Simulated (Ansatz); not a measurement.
**Nb in Ansatz: the effect of target pressure**

Nb:

```
CELL_PARAMETERS angstrom
0.00000 2.11500 2.11500
2.11500 0.00000 2.11500
2.11500 2.11500 0.00000
ATOMIC_POSITIONS crystal
Nb 0.00000 0.00000 0.00000
```

This isn't the form of Nb at room conditions, which is bcc.

Alike in all runs:

| Property | Result |
| --- | --- |
| Program | Ansatz 0.2.0 |
| Task | relaxation of cell and atoms |
| Functional | PBEsol |
| Potentials or basis | Ansatz PAW |
| Cutoff | 420 eV (not typed: the program's choice for these potentials) |
| k mesh | 11 × 11 × 11 |
| Occupations | fermi-dirac, width 0.05 eV |
| Spin | no spin polarisation |

Each run relaxes the cell or the atoms first.

| target pressure | relaxed volume (Å³/atom) |
| --- | --- |
| 0 GPa | 18.08 |
| 2 GPa | 17.88 |
| 5 GPa | 17.60 |
| 10 GPa | 17.17 |
| 20 GPa | ? |
| 30 GPa | 15.81 |

Question: What does the run with target pressure 20 GPa give?

Answer: Relaxed volume 16.43 Å³/atom.

Worked out: In Murnaghan's law V^(-B') rises as a straight line in P. The other rows fit best with B' = 3.3, V0 = 18.08 Å³/atom and B0 = 178 GPa, which gives 16.43 Å³/atom at 20 GPa, against the run's 16.43.

Caveats: the plane-wave basis is chosen anew once the cell has moved, so the energies of steps on either side of that aren't comparable; the PAW data sets come from PBE, with cores solved anew for the run's functional, which leaves a small shift of forces and pressure; the volume moved by over 15 % at a fixed basis, so the end points are rough (some runs).
